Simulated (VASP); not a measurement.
# Cd (Fm-3m) in VASP: notebook

One crystal, Cd, is run at these levels: PBE; tasks: single point.

Program: VASP 6.6.1. These are calculated values, not measurements. Logs are shortened: lines on timing, memory, paths and dates and some standing lists are left out, and cuts for length are marked.

### Step 1. Starting point

Symmetry: Fm-3m, No. 225, cubic system. Conventional cell: a = 4.422 Å, b = 4.422 Å, c = 4.422 Å, α = 90.00°, β = 90.00°, γ = 90.00°. Cd (site symmetry m-3m) has 12 Cd at 3.13 Å as nearest neighbours.

The cell was built by a generator and needn't be a form met in nature.

### Step 2. Single point, PBE

INCAR

```
PREC     = Accurate       # precision mode
ENCUT    = 520            # plane-wave cutoff, eV
EDIFF    = 1E-6           # SCF threshold, eV
ISMEAR   = 0              # smearing method
SIGMA    = 0.05           # smearing width, eV
LREAL    = False          # projectors in reciprocal space
LASPH    = True           # aspherical terms in the spheres
NELM     = 80             # most SCF steps
ALGO     = Fast           # electronic algorithm
ISIF     = 2              # what is computed and relaxed
LWAVE    = False          # write WAVECAR
LCHARG   = False          # write CHGCAR
GGA      = PE             # functional
NBANDS   = 12             # bands
```

KPOINTS

```
Automatic mesh
0
Gamma
  16 16 16
```

POSCAR

```
Cd
1.0
    0.0000000000      2.2108213405      2.2108213405
    2.2108213405      0.0000000000      2.2108213405
    2.2108213405      2.2108213405      0.0000000000
Cd
1
Direct
    0.0000000000      0.0000000000      0.0000000000
```

Potentials or basis: VASP PAW PBE potentials, release 64 (Cd).

Launch:

```bash
cat potpaw_PBE.64/Cd/POTCAR > POTCAR
mpirun -np 1 vasp_std > vasp.out
```

OUTCAR:

```text
PREC = Accurate
   ENCUT = 520
   EDIFF = 1E-6
   ISMEAR = 0
   LREAL = False
   LASPH = True
   NELM = 80
   ISIF = 2
   GGA = PE

 ion  position               nearest neighbor table
   1  0.000  0.000  0.000-

  LATTYP: Found a face centered cubic cell.
 ALAT       =     4.4216426810

  Lattice vectors:

 A1 = (   0.0000000000,   2.2108213405,   2.2108213405)
 A2 = (   2.2108213405,   0.0000000000,   2.2108213405)
 A3 = (   2.2108213405,   2.2108213405,   0.0000000000)

Analysis of symmetry for initial positions (statically):
=====================================================================
 Subroutine PRICEL returns:
 Original cell was already a primitive cell.

 Routine SETGRP: Setting up the symmetry group for a
 face centered cubic supercell.

 Subroutine GETGRP returns: Found 48 space group operations
 (whereof 48 operations were pure point group operations)
 out of a pool of 48 trial point group operations.

The static configuration has the point symmetry O_h .

Analysis of symmetry for dynamics (positions and initial velocities):
=====================================================================
 Subroutine PRICEL returns:
 Original cell was already a primitive cell.

 Routine SETGRP: Setting up the symmetry group for a
 face centered cubic supercell.

 Subroutine GETGRP returns: Found 48 space group operations
 (whereof 48 operations were pure point group operations)
 out of a pool of 48 trial point group operations.

The dynamic configuration has the point symmetry O_h .

 Subroutine INISYM returns: Found 48 space group operations
 (whereof 48 operations are pure point group operations),
 and found     1 'primitive' translations

----------------------------------------------------------------------------------------

                                     Primitive cell

  volume of cell :      21.6118

  direct lattice vectors                    reciprocal lattice vectors
     0.000000000  2.210821340  2.210821340    -0.226160292  0.226160292  0.226160292
     2.210821340  0.000000000  2.210821340     0.226160292 -0.226160292  0.226160292
     2.210821340  2.210821340  0.000000000     0.226160292  0.226160292 -0.226160292

  length of vectors
     3.126573524  3.126573524  3.126573524     0.391721116  0.391721116  0.391721116

  position of ions in fractional coordinates (direct lattice)
     0.000000000  0.000000000  0.000000000

  ion indices of the primitive-cell ions
   primitive index   ion index
                 1           1

----------------------------------------------------------------------------------------

 KPOINTS: Automatic mesh

Automatic generation of k-mesh.
 Grid dimensions read from file:
 generate k-points for:   16   16   16

 Generating k-lattice:

  Cartesian coordinates                     Fractional coordinates (reciprocal lattice)
    -0.014135018  0.014135018  0.014135018     0.062500000  0.000000000  0.000000000
     0.014135018 -0.014135018  0.014135018     0.000000000  0.062500000  0.000000000
     0.014135018  0.014135018 -0.014135018     0.000000000  0.000000000  0.062500000

  Length of vectors
     0.024482570  0.024482570  0.024482570

  Shift w.r.t. Gamma in fractional coordinates (k-lattice)
     0.000000000  0.000000000  0.000000000

 Subroutine IBZKPT returns following result:
 ===========================================

 Found    145 irreducible k-points:

 Following reciprocal coordinates:
            Coordinates               Weight
  0.000000  0.000000  0.000000      1.000000
  0.062500  0.000000  0.000000      8.000000
  0.125000  0.000000  0.000000      8.000000
  0.187500  0.000000  0.000000      8.000000
  0.250000  0.000000  0.000000      8.000000
  0.312500  0.000000  0.000000      8.000000
[... 16 lines left out ...]
 -0.125000  0.062500  0.000000     24.000000
 -0.062500  0.062500  0.000000     12.000000
 [... further k-points ...]
   k-points           NKPTS =    145   k-points in BZ     NKDIM =    145   number of bands    NBANDS=     12
   number of dos      NEDOS =    301   number of ions     NIONS =      1
   total plane-waves  NPLWV =  13824
   dimension x,y,z NGX =    24 NGY =   24 NGZ =   24
   dimension x,y,z NGXF=    48 NGYF=   48 NGZF=   48
   ions per type =               1
   NGX,Y,Z   is equivalent  to a cutoff of  12.76, 12.76, 12.76 a.u.
   NGXF,Y,Z  is equivalent  to a cutoff of  25.52, 25.52, 25.52 a.u.
 SYSTEM =  unknown system
   PREC   = accura    normal or accurate (medium, high low for compatibility)
   ISTART =      0    job   : 0-new  1-cont  2-samecut
   ICHARG =      2    charge: 1-file 2-atom 10-const
   ISPIN  =      1    spin polarized calculation?
   LNONCOLLINEAR =      F non collinear calculations
   LSORBIT =      F    spin-orbit coupling
   LASPH  =      T    aspherical Exc in radial PAW
   ENCUT  =  520.0 eV  38.22 Ry    6.18 a.u.   5.81  5.81  5.81*2*pi/ulx,y,z
   NELM   =     80;   NELMIN=  2; NELMDL= -5     # of ELM steps
   EDIFF  = 0.1E-05   stopping-criterion for ELM
   LREAL  =      F    real-space projection
   EDIFFG = 0.1E-04   stopping-criterion for IOM
   NSW    =      0    number of steps for IOM
   IBRION =     -1    ionic relax: 0-MD 1-quasi-New 2-CG
   NFREE  =      0    steps in history (QN), initial steepest desc. (CG)
   ISIF   =      2    stress and relaxation
   ISYM   =      2    0-nonsym 1-usesym 2-fastsym
   POTIM  = 0.5000    time-step for ionic-motion
   TEBEG  =    0.0;   TEEND  =   0.0 temperature during run
   PSTRESS=    0.0 pullay stress
   NELECT =      12.0000    total number of electrons
   NUPDOWN=      -1.0000    fix difference up-down
   EMIN   =  10.00;   EMAX   =-10.00  energy-range for DOS
   EFERMI =   0.00;   METHOD = LEGACY
   ISMEAR =     0;   SIGMA  =   0.05  broadening in eV -4-tet -1-fermi 0-gaus
   EFERMI_NEDOS =   21; number of points for ismear=-14 and -15
   IALGO  =     68    algorithm
   IMIX   =      4    mixing-type and parameters
     AMIX     =   0.40;   BMIX     =  1.00
     AMIX_MAG =   1.60;   BMIX_MAG =  1.00
  volume/ion in A,a.u.               =      21.61       145.84
  Fermi-wavevector in a.u.,A,eV,Ry     =   1.345566  2.542751 24.633991  1.810547
  Thomas-Fermi vector in A             =   2.473468
   LORBIT       =      0    0 simple, 1 ext, 2 COOP (PROOUT), +10 PAW based schemes
   GGA     = PE    functional components
   LHFCALC =     F    Hartree Fock is set to
   AEXX    =    0.0000 exact exchange contribution
   IVDW    =     0    specifies the selected vdW correction
   LEPSILON=     F    determine dielectric tensor
   LRPA    =     F    only Hartree local field effects (RPA)
 non-spin polarized calculation
 RMM-DIIS sequential band-by-band and
 Gauss-broadening in eV      SIGMA  =   0.05
  energy-cutoff  :      520.00
  volume of cell :       21.61
 maximum number of plane-waves:       604
   NGX = 11   NGY = 11   NGZ = 11

 number of electron      12.0000005 magnetization

 Free energy of the ion-electron system (eV)
  ---------------------------------------------------
  ext. energy  EPLUGINS =         0.00000000
  ---------------------------------------------------
  free energy    TOTEN  =        -0.72362072 eV

  energy without entropy =       -0.72282786  energy(sigma->0) =       -0.72322429

 E-fermi :   2.9109     XC(G=0): -11.0386

 val. band max:        2.9064908623   @ k =  -0.3750   0.5000   0.1250
 cond. band min:       2.9207267135   @ k =  -0.3750   0.1875   0.0625
 fundamental gap:      0.0142358511
 Fermi energy:         2.9109320623

 k-point     1 :       0.0000    0.0000    0.0000
  band No.  band energies     occupation
      1      -6.2533      2.00000
      2      -6.2533      2.00000
      3      -6.2533      2.00000
      4      -5.9512      2.00000
      5      -5.7903      2.00000
      6      -5.7903      2.00000
      7      16.8435      0.00000
      8      17.9647      0.00000
      9      17.9647      0.00000
     10      17.9647      0.00000
     11      21.3493      0.00000
     12      21.3493      0.00000

 k-point     2 :       0.0625    0.0000    0.0000
  band No.  band energies     occupation
      1      -6.2656      2.00000
      2      -6.2364      2.00000
      3      -6.2364      2.00000
      4      -5.8469      2.00000
      5      -5.7944      2.00000
      6      -5.7944      2.00000
      7      16.2163      0.00000
      8      17.1996      0.00000
      9      17.7999      0.00000
     10      17.7999      0.00000
     11      21.6297      0.00000
     12      21.6310      0.00000

 k-point     3 :       0.1250    0.0000    0.0000
  band No.  band energies     occupation
      1      -6.3166      2.00000
      2      -6.1948      2.00000
      3      -6.1948      2.00000
      4      -5.7991      2.00000
      5      -5.7991      2.00000
      6      -5.5170      2.00000
      7      13.9818      0.00000
      8      17.0940      0.00000
      9      17.4188      0.00000
     10      17.4188      0.00000
     11      21.6032      0.00000
     12      22.2751      0.00000
[... 286 lines left out ...]
 k-point    23 :      -0.1250    0.0625    0.0000
  band No.  band energies     occupation
      1      -6.3297      2.00000
      2      -6.1816      2.00000
      3      -6.1668      2.00000
      4      -5.8439      2.00000
      5      -5.7886      2.00000
      6      -5.2361      2.00000
      7      13.2529      0.00000
      8      15.0883      0.00000
      9      17.8153      0.00000
     10      18.4546      0.00000
     11      20.6065      0.00000
     12      21.7790      0.00000

 k-point    24 :      -0.0625    0.0625    0.0000
  band No.  band energies     occupation
      1      -6.2816      2.00000
      2      -6.2144      2.00000
      3      -6.2140      2.00000
      4      -5.8206      2.00000
      5      -5.8027      2.00000
      6      -5.6451      2.00000
      7      15.5367      0.00000
      8      15.7385      0.00000
      9      17.6283      0.00000
     10      18.3356      0.00000
     11      21.2623      0.00000
     12      21.4522      0.00000

 [... further k-points ...]

------------------------ aborting loop because EDIFF is reached ----------------------------------------

  FORCE on cell =-STRESS in cart. coord.  units (eV):
  Direction    XX          YY          ZZ          XY          YZ          ZX
  --------------------------------------------------------------------------------------
  -------------------------------------------------------------------------------------
  Total        0.4334703      0.4334703      0.4334703     -0.0000000     -0.0000000      0.0000000
  in kB       32.1350523     32.1350523     32.1350523     -0.0000000     -0.0000000      0.0000000
  external PRESSURE =      32.1350523 kB  Pullay stress =       0.0000000 kB

 VOLUME and BASIS-vectors are now :
 -----------------------------------------------------------------------------
  energy-cutoff  :      520.00
  volume of cell :       21.61
      direct lattice vectors                 reciprocal lattice vectors
     0.000000000  2.210821340  2.210821340    -0.226160292  0.226160292  0.226160292
     2.210821340  0.000000000  2.210821340     0.226160292 -0.226160292  0.226160292
     2.210821340  2.210821340  0.000000000     0.226160292  0.226160292 -0.226160292

 POSITION                                       TOTAL-FORCE (eV/Angst)
 -----------------------------------------------------------------------------------
      0.00000      0.00000      0.00000        -0.000000      0.000000      0.000000
 -----------------------------------------------------------------------------------
    total drift:                               -0.000000      0.000000     -0.000000

  FREE ENERGIE OF THE ION-ELECTRON SYSTEM (eV)
  ---------------------------------------------------
  free  energy   TOTEN  =        -0.7236207239 eV

  energy  without entropy=       -0.7228278616  energy(sigma->0) =       -0.72322429
```

It took 15 s on 1 thread of Intel Xeon Platinum 8375C at 2.90GHz (Ice Lake), shared host; peak memory 0.16 GiB.

What came out:

- Free energy: -0.7236 eV
- Pressure: 3.2 GPa
- Band gap on the k mesh: none (metal or under the smearing width)

### Step 3. Single point, PBE

This run uses another cell than the first one, of 22.02 Å³/atom, 1.019 times its volume.

INCAR

```
SYSTEM = Cd
  ALGO = Normal
  EDIFF = 1E-7
  ENCUT = 520
  GGA = PE
  ISIF = 2
  ISMEAR = 0
  LASPH = .True.
  LCHARG = .True.
  LELF = .True.
  LREAL = .False.
  LVHAR = .True.
  LWAVE = .False.
  NBANDS = 12
  NELM = 100
  PREC = Accurate
  SIGMA = 0.05
```

KPOINTS

```
k-points
0
Gamma
  16 16 16
  0 0 0
```

POSCAR

```
Cd
1.0
    0.0000000000      2.2247078729      2.2247078729
    2.2247078729      0.0000000000      2.2247078729
    2.2247078729      2.2247078729      0.0000000000
Cd
1
Direct
    0.0000000000      0.0000000000      0.0000000000
```

Potentials or basis: VASP PAW PBE potentials, release 64 (Cd).

Launch:

```bash
cat potpaw_PBE.64/Cd/POTCAR > POTCAR
mpirun -np 1 vasp_std > vasp.out
```

Wall time 21 s (1 thread of Intel Xeon Platinum 8375C at 2.90GHz (Ice Lake), shared host); peak memory 0.16 GiB.

It converged, with:

| Property | Result |
| --- | --- |
| Free energy | -0.7304 eV |
| Pressure | 2.1 GPa |
| Band gap on the k mesh | none (metal or under the smearing width) |

Levels at points of the mesh, in eV from the Fermi level:
| k point | band 2 | band 3 | band 4 | band 5 | band 6 | band 7 | band 8 | band 9 | band 10 | band 11 |
| --- | --- | --- | --- | --- | --- | --- | --- | --- | --- | --- |
| (0.00, 0.00, 0.00) | -9.10 | -9.10 | -8.71 | -8.66 | -8.66 | 13.87 | 14.88 | 14.88 | 14.88 | 18.23 |
| (0.50, 0.00, 0.00) | -9.10 | -9.10 | -8.29 | -8.29 | -2.28 | -1.33 | 12.47 | 12.47 | 12.98 | 16.33 |
| (0.50, 0.50, 0.00) | -9.66 | -8.31 | -8.20 | -8.20 | -0.77 | 1.36 | 6.77 | 6.77 | 11.00 | 11.04 |
